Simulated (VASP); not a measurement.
Wanted: the native input for a VASP 6.6.1 run.

| Quantity | Value |
| --- | --- |
| Task | single point |
| Functional | HSE06 |
| Potentials or basis | VASP PAW PBE potentials, release 64 (Mn_pv, S) |
| Cutoff | 450 eV |
| k mesh | 4 × 4 × 2 |
| Occupations | gaussian, width 0.05 eV |
| Spin | collinear spin, ferromagnetic start |
| Starting moments | [4.0, 4.0, 0.0, 0.0] μB |
| Grid for exact exchange (PRECFOCK) | Fast |
| Screening parameter | 0.2 1/A |
| Further INCAR settings | ALGO = Normal; EDIFF = 1e-07; NBANDS = 31 |

MnS:

```
Mn S
1.0
     3.97600    0.00000    0.00000
    -1.98800    3.44332    0.00000
     0.00000    0.00000    6.43200
Mn S
2 2
Cartesian
  0.0000 2.2955 0.0000
  1.9880 1.1478 3.2160
  0.0000 2.2955 2.4763
  1.9880 1.1478 5.6923
```

One way to write it, as run:

POSCAR

```
MnS
1.0
    3.9760016100      0.0000000000      0.0000000000
   -1.9880008000      3.4433184000      0.0000000000
    0.0000000000      0.0000000000      6.4320005000
Mn S
2 2
Direct
    0.3333333333      0.6666666667      0.0000000000
    0.6666666667      0.3333333333      0.5000000000
    0.3333333333      0.6666666667      0.3850000000
    0.6666666667      0.3333333333      0.8850000000
```

INCAR.step1

```
SYSTEM = MnS
PREC     = Accurate       ! precision mode
ENCUT    = 450            ! plane-wave cutoff, eV
EDIFF    = 1E-5           ! SCF threshold, eV
ISMEAR   = 0              ! smearing method
SIGMA    = 0.05           ! smearing width, eV
LREAL    = .FALSE.        ! projectors in reciprocal space
LASPH    = .TRUE.         ! aspherical terms in the spheres
NELM     = 150            ! most SCF steps
ALGO     = Normal         ! electronic algorithm
ISIF     = 2              ! what is computed and relaxed
LWAVE    = .TRUE.         ! write WAVECAR
LCHARG   = .FALSE.        ! write CHGCAR
ISPIN    = 2              ! spin polarisation
MAGMOM   = 4 4 0 0        ! initial moments
LORBIT   = 11             ! projections on sites
LMAXMIX  = 4              ! l up to which the mixer works
NBANDS   = 31             ! bands
GGA      = PE             ! functional
```

INCAR.step2

```
SYSTEM = MnS
PREC     = Accurate       ! precision mode
ENCUT    = 450            ! plane-wave cutoff, eV
EDIFF    = 1E-7           ! SCF threshold, eV
ISMEAR   = 0              ! smearing method
SIGMA    = 0.05           ! smearing width, eV
LREAL    = .FALSE.        ! projectors in reciprocal space
LASPH    = .TRUE.         ! aspherical terms in the spheres
NELM     = 150            ! most SCF steps
ALGO     = Normal         ! electronic algorithm
ISIF     = 2              ! what is computed and relaxed
LWAVE    = .FALSE.        ! write WAVECAR
LCHARG   = .FALSE.        ! write CHGCAR
ISPIN    = 2              ! spin polarisation
MAGMOM   = 4 4 0 0        ! initial moments
LORBIT   = 11             ! projections on sites
LMAXMIX  = 4              ! l up to which the mixer works
GGA      = PE             ! functional
LHFCALC  = .TRUE.         ! exact exchange
HFSCREEN = 0.2            ! screening, 1/A
PRECFOCK = Fast         
NBANDS   = 31             ! bands
ISTART   = 1
```

KPOINTS

```
regular mesh
0
G
  4 4 2
  0 0 0
```

Potentials or basis: VASP PAW PBE potentials, release 64 (Mn_pv, S).

The run is started by

```console
$ cat potpaw_PBE.64/Mn_pv/POTCAR potpaw_PBE.64/S/POTCAR > POTCAR
$ cp INCAR.step1 INCAR
$ mpirun -np 1 vasp_std > vasp.out
$ cp INCAR.step2 INCAR
$ mpirun -np 1 vasp_std > vasp.out
```

Results of the run:

```json
{
 "Pressure": "2.6 GPa",
 "Largest force": "0.227 eV/Å",
 "Band gap on the k mesh": "2.13 eV, indirect (least direct gap 2.26 eV)",
 "Net moment": "10.00 μB per cell",
 "Site moments": "Mn +4.53; S +0.05 μB",
 "Valence electrons inside the program's atomic spheres": "Mn 11.35; S 3.81"
}
```

Caveat: the k mesh is coarse (spacing up to 0.49 Å⁻¹), so the values aren't converged, least of all with exact exchange; the PAW data sets were made with another functional, which shifts forces and pressure a little; only a ferromagnetic start was run, and an antiferromagnetic order may lie lower in energy.

It took 16 min on 1 thread of Intel(R) Xeon(R) Platinum 8488C (Sapphire Rapids), with other jobs on the host, peak memory 0.33 GiB.
